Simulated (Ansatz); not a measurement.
# Re (P6_3/mmc) in Ansatz: equation of state

Aim: energy against volume of Re in PBE, for its equilibrium volume and stiffness.

Everything below comes from runs of Ansatz 0.2.0. Logs are shortened: lines on timing, memory, paths and dates and some standing lists are left out, and cuts for length are marked.

## (1) The structure

It takes space group P6_3/mmc (No. 194, hexagonal). The conventional cell has a = 2.761 Å, b = 2.761 Å, c = 4.458 Å, α = 90.00°, β = 90.00°, γ = 120.00°. Re (site symmetry -6m2) is surrounded by 12 Re at 2.74 to 2.76 Å.

## (2) Equation of state, PBE

Potentials or basis: all-electron LAPW, scalar-relativistic.

This step only gathers the single runs of the series.

Results:

* Equilibrium volume: 14.96 Å³/atom
* Bulk modulus at fixed shape and positions: 362 GPa
* Pressure derivative of the bulk modulus: 4.4

Energy against volume, from the lowest point:
| volume (Å³/atom) | energy (meV/atom) |
| --- | --- |
| 13.831 | 109.54 |
| 14.125 | 57.39 |
| 14.420 | 22.90 |
| 14.714 | 4.31 |
| 15.008 | 0.00 |
| 15.303 | 8.54 |
| 15.597 | 28.63 |

Caveat: the cell was scaled at fixed shape and fractional positions, which overstates the stiffness of a crystal with free parameters, most of all of layers and chains. Spin-orbit coupling is left out, which matters for the levels of Re.
